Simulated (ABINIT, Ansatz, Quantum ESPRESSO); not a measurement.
InP: electronic dielectric constant by level of theory

```yaml
crystal:
  lattice:
    - [0.00000, 2.93050, 2.93050]
    - [2.93050, 0.00000, 2.93050]
    - [2.93050, 2.93050, 0.00000]
  atoms:
    - { symbol: In, position: [0.00000, 0.00000, 0.00000] }
    - { symbol: P, position: [0.75000, 0.75000, 0.75000] }
```

| rung | level | program and potentials | cutoff (eV) | k mesh | smearing | task | core time | chip | electronic dielectric constant | notes |
| --- | --- | --- | --- | --- | --- | --- | --- | --- | --- | --- |
| LDA | LDA | Ansatz, Ansatz PAW | 420 | 8 × 8 × 8 | fixed | Born charges and dielectric tensor | 57 s | Intel Xeon | 12.00 | potentials made for PBE, which Ansatz adapts in part; 9 valence electrons an atom on average |
| GGA | PBEsol | ABINIT, PseudoDojo NC SR PBEsol v0.4.1 standard | 844 | 4 × 4 × 4, 4 shifts | fixed | dielectric tensor | 14 min | Intel Xeon | 12.03 | 9 valence electrons an atom on average |
| GGA | PBE | ABINIT, PseudoDojo NC SR PBE v0.4 stringent | 1007 | 4 × 4 × 4, 4 shifts | fixed | dielectric tensor | 17 min | Arm Neoverse V1 | 11.44 | 13 valence electrons an atom on average |
| GGA | PBE | ABINIT, PseudoDojo NC SR PBE v0.4.1 standard | 952 | 4 × 4 × 4, 4 shifts | fixed | dielectric tensor | 17 min | Arm Neoverse V1 | 11.47 | 9 valence electrons an atom on average |
| GGA | PBEsol | ABINIT, PseudoDojo NC SR PBEsol v0.4 stringent | 1007 | 4 × 4 × 4, 4 shifts | fixed | dielectric tensor | 18 min | Arm Neoverse V1 | 12.00 | 13 valence electrons an atom on average |
| GGA | revPBE | Quantum ESPRESSO, PseudoDojo 0.5 SR PBE standard | 952 | 6 × 6 × 6, shifted | fixed | phonons | 24 min | Intel Xeon | 10.58 | potentials made for PBE; 9 valence electrons an atom on average |
| LDA | LDA | ABINIT, PseudoDojo NC SR LDA v0.4.1 standard | 844 | 4 × 4 × 4, 4 shifts | fixed | phonon dispersion | 61 min | Arm Neoverse N1 | 12.60 | 9 valence electrons an atom on average |

Times are single runs on shared hosts and different chips, so they are rough; meshes, cutoffs and the tasks' sizes weigh on the time. All rows: no spin polarisation. Smearing widths are in eV. The cell comes from a database and isn't always the measured one. Meshes differ between rows, which moves values too. All levels ran on this one cell, unrelaxed unless noted. Meshes are those of the run's cell of 2 atoms unless a note names another. Ansatz refines the mesh for the field response beyond the one shown. Misses use the values as printed. Runs on faulty files, with rough fits or with known faults for this quantity aren't shown. No row holds spin-orbit coupling.

Measured: 9.61 at 300 K (a printed reference work).

Problem. Which of the timed runs is the cheapest that comes within 8 % of the measured electronic dielectric constant?

Solution. None of them does; the nearest misses by +10.1 %. The runs are for a static lattice, while measurements hold temperature and zero-point motion.
